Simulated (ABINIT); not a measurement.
Ni in ABINIT: the effect of functional

Crystal: Ni.

```
Ni
1.0
    -1.38372    1.38372    1.38372
     1.38372   -1.38372    1.38372
     1.38372    1.38372   -1.38372
Ni
1
Direct
  0.00000 0.00000 0.00000
```

This isn't the form of Ni at room conditions, which is fcc.

Alike in all runs:

* Program: ABINIT 10.8.3 (patched build)
* Task: single point
* Potentials or basis: JTH PAW PBE v2.0
* Cutoff: 1333 eV
* k mesh: 13 × 13 × 13
* Occupations: fermi-dirac, width 0.05 eV
* Spin: collinear spin, ferromagnetic start
* Starting moments: [1.0] μB

Problem. One run gave: pressure 8.0 GPa. Which functional did it use?
A. AM05
B. PBEsol
C. BLYP
D. PW91
E. RPBE

Solution. D.

| functional | pressure (GPa) |
| --- | --- |
| LDA | -9.6 |
| PBEsol | -1.9 |
| RPBE | 14.0 |
| BLYP | 18.4 |
| AM05 | -2.7 |
| revPBE | 12.4 |
| PW91 | 8.0 |

Caveats: the PAW data sets were made with another functional, which shifts forces and pressure a little.

Runs at the PBE level aren't shown here.
